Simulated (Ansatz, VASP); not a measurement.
# BP, level by level in two programs

```xyz
2
Lattice="0.0000 2.3135 2.3135 2.3135 0.0000 2.3135 2.3135 2.3135 0.0000" Properties=species:S:1:pos:R:3 pbc="T T T"
P     3.4703    3.4703    3.4703
B     0.0000    0.0000    0.0000
```

Change from the starting cell: volume scaled by 1.06.

Single points on this cell with VASP 6.6.1 and Ansatz 0.2.0. Each row is one pair of runs. Alike in all rows: spin: off; k mesh: 10 × 10 × 10; smearing: fermi-dirac, width 0.05 eV; VASP's potentials, cutoff: VASP PAW PBE potentials, release 64 (P, B), 520 eV.

| level | Ansatz's potentials, cutoff | gap on the k mesh at the Fermi level (eV), VASP | gap on the k mesh at the Fermi level (eV), Ansatz | least direct gap on the mesh (eV), VASP | least direct gap on the mesh (eV), Ansatz | pressure (GPa), VASP | pressure (GPa), Ansatz |
| --- | --- | --- | --- | --- | --- | --- | --- |
| PBE | Ansatz PAW, 420 eV | 1.32 | 1.32 | 3.32 | 3.32 | -7.7 | -7.5 |
| PBE | Ansatz NC, 1116 eV | 1.32 | 1.32 | 3.32 | 3.32 | -7.7 | -7.5 |
| PBE | JTH PAW, 840 eV | 1.32 | 1.32 | 3.32 | 3.32 | -7.7 | -7.6 |
| PBE | SPMS NC, 789 eV | 1.32 | 1.33 | 3.32 | 3.33 | -7.7 | -7.7 |

Gap on the k mesh at the fermi level (eV): the two programs differ by at most 0.009; least direct gap on the mesh (eV): the two programs differ by at most 0.004; pressure (GPa): the two programs differ by at most 0.22.
